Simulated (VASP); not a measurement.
VASP input:

### POSCAR
```
Li3N
1.0
  1.7691769661  -3.0643046550   0.0000000000
  1.7691769661   3.0643046550   0.0000000000
  0.0000000000   0.0000000000   3.7690307904
Li N
3 1
Cart
  1.7691769661   1.0214369279   0.0000000000
  1.7691769661  -1.0214369279   0.0000000000
  0.0000000000   0.0000000000   1.8845153952
  0.0000000000   0.0000000000   0.0000000000
```

File KPOINTS:
```
Automatic
0
G
 7 7 6
```

INCAR:
```
SYSTEM  =  Li3N
PREC  =  Accurate; ENCUT  =  520; LREAL  =  .False.
LASPH  =  .True.
EDIFF  =  1E-7; NELM  =  100; ALGO  =  Normal
ISMEAR  =  0; SIGMA  =  0.05
GGA  =  PS
IBRION  =  2; NSW  =  30; ISIF  =  4
EDIFFG  =  -0.01
LWAVE  =  .False.; LCHARG  =  .False.
```

POTCAR, in this order: Li_sv N (PBE.64 set). Program: vasp_std.

Task: Write an equivalent input for Quantum ESPRESSO's pw.x.

Result: One equivalent input (not run):
```
&CONTROL
  calculation = 'vc-relax'
  pseudo_dir = './pseudo'
  outdir = './out'
  tprnfor = .true.
  tstress = .true.
  nstep = 30
  forc_conv_thr = 0.00039
/
&SYSTEM
  ibrav = 0
  nat = 4
  ntyp = 2
  ecutwfc = 84
  occupations = 'smearing'
  smearing = 'gaussian'
  degauss = 0.003675
  input_dft = 'pbesol'
/
&ELECTRONS
  conv_thr = 7.3e-09
  electron_maxstep = 100
/
&IONS
/
&CELL
  cell_dofree = 'shape'
/
ATOMIC_SPECIES
  Li 6.940 Li.upf
  N 14.007 N.upf
CELL_PARAMETERS angstrom
     1.7691770   -3.0643047    0.0000000
     1.7691770    3.0643047    0.0000000
     0.0000000    0.0000000    3.7690308
ATOMIC_POSITIONS crystal
  Li   0.3333330  0.6666670  0.0000000
  Li   0.6666670  0.3333330  0.0000000
  Li   0.0000000  0.0000000  0.5000000
  N    0.0000000  0.0000000  0.0000000
K_POINTS automatic
  7 7 6 0 0 0
```
Limits of the translation: the potentials are each code's own (VASP's PAW set, PseudoDojo norm-conserving files in pw.x), so ENCUT and ecutwfc are chosen apart and not converted; conv_thr bounds pw.x's estimated SCF error, while EDIFF bounds the energy change between steps; forc_conv_thr acts on force components and is met together with etot_conv_thr.

The compound is Li3N in the alpha structure. This cell is one point of a volume scan, at 0.94 of the reference volume.
